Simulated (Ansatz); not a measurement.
**Ti2O3 — coordination and 17O quadrupole coupling**

Cell: a Materials Project structure (computed, not necessarily an observed phase).

```cif
data_structure
_symmetry_space_group_name_H-M 'P 1'
_symmetry_Int_Tables_number 1
_cell_length_a 7.8289
_cell_length_b 2.8380
_cell_length_c 8.1451
_cell_angle_alpha 90.000
_cell_angle_beta 90.000
_cell_angle_gamma 90.000
_cell_volume 180.97
loop_
_atom_site_label
_atom_site_type_symbol
_atom_site_fract_x
_atom_site_fract_y
_atom_site_fract_z
_atom_site_occupancy
Ti1 Ti 0.03069 0.25000 0.68407 1
Ti2 Ti 0.53069 0.25000 0.81593 1
Ti3 Ti 0.96931 0.75000 0.31593 1
Ti4 Ti 0.46931 0.75000 0.18407 1
Ti5 Ti 0.19645 0.25000 0.01908 1
Ti6 Ti 0.69645 0.25000 0.48092 1
Ti7 Ti 0.80355 0.75000 0.98092 1
Ti8 Ti 0.30355 0.75000 0.51908 1
O9 O 0.94219 0.25000 0.12452 1
O10 O 0.44219 0.25000 0.37548 1
O11 O 0.05781 0.75000 0.87548 1
O12 O 0.55781 0.75000 0.62452 1
O13 O 0.12118 0.25000 0.44717 1
O14 O 0.62118 0.25000 0.05283 1
O15 O 0.87882 0.75000 0.55283 1
O16 O 0.37882 0.75000 0.94717 1
O17 O 0.79305 0.25000 0.80953 1
O18 O 0.29305 0.25000 0.69047 1
O19 O 0.20695 0.75000 0.19047 1
O20 O 0.70695 0.75000 0.30953 1
```

Sites (sets of like atoms) are named by element and the number of their first atom in this list.

Level of theory: DFT, r2SCAN, plane waves and PAW (field gradients read without the response of the frozen cores, which leaves them typically 4 to 6 % off), scalar-relativistic, collinear spin, 500 eV cutoff, Γ-centred 3×7×3 k-points, Fermi–Dirac smearing 0.02 eV (Ansatz 0.2.0). Start moments as typed (μB): 1 on each Ti, none on the rest.

Q(17O) = -25.58 mb.

Q: Order the O environments from the weakest to the strongest quadrupole coupling.
A. O13: 5 Ti at 2.06–2.14 Å
B. O9: 5 Ti at 2.12–2.17 Å
C. O17: 4 Ti at 1.99–2.12 Å; also 1 Ti at 2.78 Å

A: C (0.808 MHz, η = 0.10), B (2.01 MHz, η = 0.49), A (2.49 MHz, η = 0.00).

Like point charges on the first shell alone (each adding as 1/d³) would give another order (O9 < O17 < O13): the covalent part of each bond and the atoms beyond the first shell count as well.

The program didn't check the stability of this electronic state in full, so a lower one may lie near. With a gap of 0.5 eV on this mesh, the gradients can still move by some per cent as the k-mesh gets denser. The start moments die out, and the run ends without spin.
